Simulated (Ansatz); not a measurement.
# Relaxation path: Ir (simple hexagonal type)

DFT, PBE, PAW with Ansatz's default frozen-core files, scalar-relativistic (Ansatz 0.2.0); a Γ-centred 20×20×18 k mesh, Fermi–Dirac smearing of 0.05 eV, no spin polarisation. The run relaxes cell and atoms at a target pressure of 630 GPa.

Command: `ansatz run input.yaml --threads 1 --pin off --max-ram 3584MiB --backend cpu --events-out ev --progress --plain --runs-dir out` It took 20 s on 1 thread of Arm Neoverse V2, with other jobs on the host, peak memory 0.34 GiB.

```yaml
crystal:
  lattice:
    - [2.207963467, 0.0, 0.0]
    - [-1.1039817335, 1.912152453, 0.0]
    - [0.0, 0.0, 2.075485659]
  atoms:
    - { symbol: Ir, position: [0.0, 0.0, 0.0] }
kpoints:
  mp_grid: { grid: [20, 20, 18] }
scf:
  occupations: { method: fermi_dirac, width: 0.05 }
hamiltonian:
  xc: pbe
  pseudopotentials: { kind: paw }
output:
  forces: true
  stress: true
  eigenvalues: true
  write_density: true
  write_potential: true
  elf: true
  volumetric_format: npy
relax:
  f_tol: 0.005
  max_steps: 40
  cell: { p_target: 630.0, stress_tol: 0.315 }
```

Each step lists its enthalpy F + pV a cell above the last geometry, the pressure, the cell vectors (Å), and Cartesian positions (Å) with forces (eV/Å).

The first step:

```
step 1  dH = 59.15 meV  P = 698.4 GPa
  cell 2.2080 0.0000 0.0000  -1.1040 1.9122 0.0000  0.0000 0.0000 2.0755
  Ir 0.0000 0.0000 0.0000   0.0000 0.0000 0.0000
```

Spin–orbit coupling is left out, which matters for the heavy atoms. At this compression frozen-core PAW has no all-electron check here.

The symmetry of the start is kept and no stability test is made, so the end need not be the stable phase.

Question: Where does the relaxation end, and by which steps?

Answer: After 5 geometries, with conventional a, b, c = 2.218, 2.218, 2.110 Å, at 8.992 Å³/atom (+2.61 % against the start) in space group P6/mmm, with a shortest distance of 2.110 Å. The further steps:
```
step 2  dH = 234.81 meV  P = 504.2 GPa  (not accepted)
  cell 2.2448 0.0000 0.0000  -1.1224 1.9440 0.0000  0.0000 0.0000 2.1764
  Ir 0.0000 0.0000 0.0000   0.0000 0.0000 0.0000
step 3  dH = 0.59 meV  P = 623.7 GPa
  cell 2.2193 0.0000 0.0000  -1.1097 1.9220 0.0000  0.0000 0.0000 2.1133
  Ir 0.0000 0.0000 0.0000   0.0000 0.0000 0.0000
step 4  dH = 0.00 meV  P = 629.7 GPa
  cell 2.2183 0.0000 0.0000  -1.1092 1.9211 0.0000  0.0000 0.0000 2.1101
  Ir 0.0000 0.0000 0.0000   0.0000 0.0000 0.0000
step 5  dH = 0.00 meV  P = 630.0 GPa
  cell 2.2183 0.0000 0.0000  -1.1092 1.9211 0.0000  0.0000 0.0000 2.1099
  Ir 0.0000 0.0000 0.0000   0.0000 0.0000 0.0000
step 6  dH = -0.33 meV  P = 629.9 GPa  (same geometry on a basis chosen anew; earlier energies don't compare to the last digit)
  cell 2.2183 0.0000 0.0000  -1.1092 1.9211 0.0000  0.0000 0.0000 2.1099
  Ir 0.0000 0.0000 0.0000   0.0000 0.0000 0.0000
```
